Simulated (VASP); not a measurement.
# Ir in VASP: further runs, part 2 of 2

VASP 6.6.1. Earlier steps stand in the parts before.

### 4 Relaxation of the atoms, PBE+D3

Contents of INCAR:

```
PREC = Accurate
ENCUT = 520
EDIFF = 1E-6
ISMEAR = -1
SIGMA = 0.05
LREAL = F
LASPH = T
NELM = 100
ALGO = Normal
ISIF = 2
LWAVE = F
LCHARG = F
LDIPOL = T
IDIPOL = 3
DIPOL = 0.5 0.5 0.294
GGA = PE
IVDW = 11
IBRION = 2
NSW = 40
EDIFFG = -0.02
```

Contents of KPOINTS:

```
regular mesh
0
Gamma
  11 11 1
```

Contents of POSCAR:

```
Ir
1.0
    2.4518400000      0.0000000000      0.0000000000
    0.0000000000      2.4518400000      0.0000000000
    0.0000000000      0.0000000000     23.8000000000
Ir
1
Selective dynamics
Direct
    0.0000000000      0.0000000000      0.2941200000  F F F
```

Potentials or basis: VASP PAW PBE potentials, release 64 (Ir).

Started as:

```
$ cat potpaw_PBE.64/Ir/POTCAR > POTCAR
$ mpirun -np 1 vasp_std > vasp.out
```

OUTCAR:

```text
PREC = Accurate
   ENCUT = 520
   EDIFF = 1E-6
   ISMEAR = -1
   LREAL = F
   LASPH = T
   NELM = 100
   ISIF = 2
   GGA = PE
   IVDW = 11
   IBRION = 2
   NSW = 40
   EDIFFG = -0.02
 IVDW          = 11

 ion  position               nearest neighbor table
   1  0.000  0.000  0.294-

  LATTYP: Found a simple tetragonal cell.
 ALAT       =     2.4518400000
 C/A-ratio  =     9.7069955625

  Lattice vectors:

 A1 = (   2.4518400000,   0.0000000000,   0.0000000000)
 A2 = (   0.0000000000,   2.4518400000,   0.0000000000)
 A3 = (   0.0000000000,   0.0000000000,  23.8000000000)

Analysis of symmetry for initial positions (statically):
=====================================================================
 Subroutine PRICEL returns:
 Original cell was already a primitive cell.

 Routine SETGRP: Setting up the symmetry group for a
 simple tetragonal supercell.

 Subroutine GETGRP returns: Found 16 space group operations
 (whereof  8 operations were pure point group operations)
 out of a pool of 16 trial point group operations.

The static configuration has the point symmetry C_4v.
 The point group associated with its full space group is D_4h.

Analysis of symmetry for dynamics (positions and initial velocities):
=====================================================================
 Subroutine PRICEL returns:
 Original cell was already a primitive cell.

 Routine SETGRP: Setting up the symmetry group for a
 simple tetragonal supercell.

 Subroutine GETGRP returns: Found 16 space group operations
 (whereof  8 operations were pure point group operations)
 out of a pool of 16 trial point group operations.

The dynamic configuration has the point symmetry C_4v.
 The point group associated with its full space group is D_4h.

Analysis of constrained symmetry for selective dynamics:
=====================================================================
 Subroutine PRICEL returns:
 Original cell was already a primitive cell.

 Routine SETGRP: Setting up the symmetry group for a
 simple tetragonal supercell.
[... 129 lines left out ...]
   LEPSILON=     F    determine dielectric tensor
   LRPA    =     F    only Hartree local field effects (RPA)
 conjugate gradient relaxation of ions
 non-spin polarized calculation
  energy-cutoff  :      520.00
  volume of cell :      143.07
 maximum number of plane-waves:      3933
   NGX =  9   NGY =  9   NGZ = 89

 number of electron       8.9999999 magnetization

 dipolmoment           0.000000      0.000000     -0.000003 electrons x Angstroem

 Free energy of the ion-electron system (eV)
  ---------------------------------------------------
  ext. energy  EPLUGINS =         0.00000000
  ---------------------------------------------------
  free energy    TOTEN  =        -6.80863655 eV

  energy without entropy =       -6.79297511  energy(sigma->0) =       -6.80080583

 E-fermi :  -4.4664     XC(G=0):  -2.1720

 val. band max:       -4.4822286540   @ k =   0.4545   0.2727   0.0000
 cond. band min:      -4.4531417907   @ k =   0.4545   0.3636   0.0000
 fundamental gap:      0.0290868633
 Fermi energy:        -4.4663686188

 k-point     1 :       0.0000    0.0000    0.0000
  band No.  band energies     occupation
      1     -12.2555      2.00000
      2     -10.8477      2.00000
      3      -6.9981      2.00000
      4      -3.7475      0.00000
      5      -3.7475      0.00000
      6      -3.2441      0.00000
      7      -2.3316      0.00000
      8       1.2558      0.00000
[... 210 lines left out ...]
 k-point    21 :       0.4545    0.4545    0.0000
  band No.  band energies     occupation
      1     -11.0328      2.00000
      2      -7.5208      2.00000
      3      -7.4622      2.00000
      4      -4.1999      0.00965
      5      -0.5757      0.00000
      6       3.0589      0.00000
      7       4.7114      0.00000
      8       7.9576      0.00000

------------------------ aborting loop because EDIFF is reached ----------------------------------------

 vacuum level on the upper side and lower side of the slab       (xc-potential included)        -0.176        -0.154

 Edisp (eV)   -0.16883

 E8    (eV) :    -0.1132

  FORCE on cell =-STRESS in cart. coord.  units (eV):
  Direction    XX          YY          ZZ          XY          YZ          ZX
  --------------------------------------------------------------------------------------
  -------------------------------------------------------------------------------------
  Total      -0.16586    -0.16586    -0.00814     0.00000     0.00000     0.00000
  in kB      -1.85734    -1.85734    -0.09114     0.00000     0.00000     0.00000
  external pressure =       -1.27 kB  Pullay stress =        0.00 kB

 VOLUME and BASIS-vectors are now :
 -----------------------------------------------------------------------------
  energy-cutoff  :      520.00
  volume of cell :      143.07
      direct lattice vectors                 reciprocal lattice vectors
     2.451840000  0.000000000  0.000000000     0.407856956  0.000000000  0.000000000
     0.000000000  2.451840000  0.000000000     0.000000000  0.407856956  0.000000000
     0.000000000  0.000000000 23.800000000     0.000000000  0.000000000  0.042016807

 POSITION                                       TOTAL-FORCE (eV/Angst)
 -----------------------------------------------------------------------------------
      0.00000      0.00000      7.00006         0.000000      0.000000      0.000000
 -----------------------------------------------------------------------------------
    total drift:                                0.000000      0.000000     -0.000033

  FREE ENERGIE OF THE ION-ELECTRON SYSTEM (eV)
  ---------------------------------------------------
  free  energy   TOTEN  =        -6.9774622910 eV

  energy  without entropy=       -6.9618008468  energy(sigma->0) =       -6.96963157

 reached required accuracy - stopping structural energy minimisation

 vacuum level on the upper side and lower side of the slab         1.502         1.501
```

CONTCAR:

```text
Ir
   1.00000000000000
     2.4518399999999998    0.0000000000000000    0.0000000000000000
     0.0000000000000000    2.4518399999999998    0.0000000000000000
     0.0000000000000000    0.0000000000000000   23.8000000000000007
  Ir
     1
Selective dynamics
Direct
     0.0000000000000000    0.0000000000000000    0.2941199999999995   F   F   F

  0.00000000E+00  0.00000000E+00  0.00000000E+00
```

Wall time 18 s (1 thread of Intel Xeon Platinum 8488C (Sapphire Rapids), shared host); peak memory 0.23 GiB.

What came out:

| Quantity | Value |
| --- | --- |
| Free energy | -6.9775 eV |
| Band gap on the k mesh | none (metal or under the smearing width) |
| Dispersion energy per atom | -0.169 eV |

Final structure:
```
CELL_PARAMETERS angstrom
2.45184 0.00000 0.00000
0.00000 2.45184 0.00000
0.00000 0.00000 23.80000
ATOMIC_POSITIONS crystal
Ir 0.00000 0.00000 0.29412
```

Levels at points of the mesh, in eV from the Fermi level:
| k point | band 2 | band 3 | band 4 | band 5 | band 6 | band 7 |
| --- | --- | --- | --- | --- | --- | --- |
| (0.00, 0.00, 0.00) | -6.38 | -2.53 | 0.72 | 0.72 | 1.22 | 2.13 |

Caveat: the relaxation stopped at its first step, so nothing moved. Spin-orbit coupling is left out, which matters for the levels of Ir.

### 5 The reference run

An earlier run on the cell as given: functional PBE; potentials or basis VASP PAW PBE potentials, release 64 (Ir); cutoff 520 eV; k mesh 11 × 11 × 1; occupations fermi-dirac, width 0.05 eV; no spin polarisation.

- Band gap on the k mesh: none (metal or under the smearing width)

### 6 Overview

```tsv
task	level	cell	atoms held fixed (from 0)	gap on the mesh (eV)
relaxation of the atoms	PBE	atoms relaxed	[0]	none
relaxation of the atoms	PBE+D2	atoms relaxed	[0]	none
relaxation of the atoms	PBE+D3	atoms relaxed	[0]	none
single point	PBE	as given	-	none
```

Alike in all rows: potentials or basis VASP PAW PBE potentials, release 64 (Ir); no spin polarisation; k mesh 11 × 11 × 1; cutoff (eV) 520; smearing fermi-dirac 0.05 eV.

Caveats: the relaxation stopped at its first step, so nothing moved (some runs); atom-pairwise D2, TS and ULG terms overbind metals (some runs).

Absolute energies hang on the potentials; compare differences alone.
